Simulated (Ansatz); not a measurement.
A plane-wave DFT run in Ansatz 0.2.0 (scalar-relativistic PAW potentials unless the input names others): input and command.

```yaml
crystal:
  lattice:
    - [-2.1294220588, -1.2294315772, 0.0088643343]
    - [1.3950280734, 0.0, -3.6324024213]
    - [4.6260411103, -9.2207368288, 1.7940403748]
  atoms:
    - { symbol: C, position: [0.7999790238, 0.133294272, 0.0666694635] }
    - { symbol: C, position: [0.2999790238, 0.233294272, 0.2666694635] }
    - { symbol: C, position: [-0.2000209762, 0.333294272, 0.4666694635] }
    - { symbol: C, position: [0.2999790238, 0.433294272, 0.6666694635] }
    - { symbol: C, position: [-0.2000209761, 0.533294272, 0.8666694635] }
    - { symbol: C, position: [0.3000209761, -0.433294272, 0.9333305365] }
    - { symbol: C, position: [0.3000209762, 0.166705728, 0.1333305365] }
    - { symbol: C, position: [0.8000209761, 0.266705728, 0.3333305365] }
    - { symbol: C, position: [0.3000209761, 0.366705728, 0.5333305365] }
    - { symbol: C, position: [-0.1999790239, 0.466705728, 0.7333305365] }
basis:
  ecutwfc: 420
  xc_grid: 3
kpoints:
  mp_grid: { grid: [11, 7, 3] }
hamiltonian:
  xc: pbesol
scf:
  occupations: { method: gaussian, width: 0.05 }
output:
  forces: true
  eigenvalues: true
  stress: true
```

```bash
ansatz run input.yaml --threads 2 --pin off --max-ram 5120MiB --backend cpu --events-out ev --progress --plain --runs-dir out
```

Abridged log:
```
Basis set: ecut = 420 eV, 1861 PW (Γ), exchange–correlation on 54×81×216 points (27 copies of the dense FFT grid, shifted against one another)
Bands: 30, of which v1, the nominal top of the filled ones, is band 20 counted from 1 (19 counted from 0)
Symmetry: 2 space group operations
k-points: 116 of 231
SCF iter   1: F=—  HF=-2461.793565 eV  |F-HF|=—  |Δ(HF+E_count)|=         —  Δρ=6.67e-3  dr2=3.62e-2  ethr=1.77e-3  ⟨swp⟩=6.2  Hψ=16811  notcnv=0  defer=131
SCF iter   2: F=—  HF=-2461.792481 eV  |F-HF|=—  |Δ(HF+E_count)|=   1.08e-3  Δρ=2.57e-3  dr2=2.16e-2  ethr=9.04e-5  ⟨swp⟩=2.0  Hψ=7085  notcnv=0  defer=525
SCF iter   3: F=—  HF=-2461.788959 eV  |F-HF|=—  |Δ(HF+E_count)|=   3.52e-3  Δρ=5.21e-4  dr2=3.01e-4  ethr=5.39e-5  ⟨swp⟩=2.6  Hψ=4824  notcnv=0  defer=525
SCF iter   4: F=—  HF=-2461.788947 eV  |F-HF|=—  |Δ(HF+E_count)|=   1.12e-5  Δρ=2.43e-4  dr2=6.94e-5  ethr=7.53e-7  ⟨swp⟩=2.0  Hψ=5249  notcnv=0  defer=525
SCF iter   5: F=—  HF=-2461.788932 eV  |F-HF|=—  |Δ(HF+E_count)|=   1.49e-5  Δρ=4.86e-5  dr2=2.98e-6  ethr=1.73e-7  ⟨swp⟩=2.4  Hψ=5230  notcnv=0  defer=525
SCF iter   6: F=—  HF=-2461.788932 eV  |F-HF|=—  |Δ(HF+E_count)|=   2.02e-7  Δρ=1.25e-5  dr2=1.44e-7  ethr=7.44e-9  ⟨swp⟩=2.2  Hψ=4944  notcnv=0  defer=525
SCF iter   7: F=-2461.788932 eV  HF=-2461.788932 eV  |F-HF|=2.37e-9  |Δ(HF+E_count)|=   3.36e-8  Δρ=3.24e-6  dr2=6.06e-9  ethr=2.50e-10  ⟨swp⟩=11.1  Hψ=16623  notcnv=0
SCF 1 converged in 7 iterations: F = -2461.788932 eV  dr2 = 6.06e-9
SCF converged after 7 iterations
Free energy (F): -2461.788932 eV
Harris-Foulkes:  -2461.788932 eV  (|F-HF|=2.37e-9)
Internal energy: -2461.787787 eV  (E = F + TS)
E sigma→0 (E₀):  -2461.788360 eV
Entropy (-TS):   -0.001145 eV (-0.115 meV/atom)
Fermi energy:    5.842954 eV
--- Forces (eV/Å), atoms counted from 1 ---
  atom   1  C     -0.56699070    -0.77220077    -0.83590043
  atom   2  C      0.03255630    -0.23890180     0.15423982
  atom   3  C     -0.06823761     0.12707541    -0.01416479
  atom   4  C     -0.05241486     0.10062991    -0.01308953
  atom   5  C      0.39393990    -0.76366087    -0.24386899
  atom   6  C      0.56699070     0.77220077     0.83590043
  atom   7  C     -0.39393990     0.76366087     0.24386899
  atom   8  C      0.05241486    -0.10062991     0.01308953
  atom   9  C      0.06823761    -0.12707541     0.01416479
  atom  10  C     -0.03255630     0.23890180    -0.15423982
--- Stress (GPa, compression-positive) ---
       -1.747772       1.561480      -5.162714
        1.561481       0.456045      -5.245359
       -5.162713      -5.245359      -7.224777
  P = ⅓ Tr σ = -2.8388 GPa (-28.388 kbar)
```

Apart from outputs and empty bands, the input differs from a reference run on usual settings in basis.xc_grid: not typed → 3. The reference, at the same geometry (not necessarily relaxed), gave pressure -2.84 GPa, largest force 1.271 eV/Å, no gap on the mesh. This run converged in 7 SCF iterations (reference: 7) with an energy at zero smearing within 0.01 meV/atom of the reference's, pressure -2.84 GPa, largest force 1.271 eV/Å, no gap on the mesh.

The run took 9 s on 2 threads of AMD EPYC 7R43 64-Core Processor (Zen 3), with other jobs on the host, peak memory 0.58 GiB.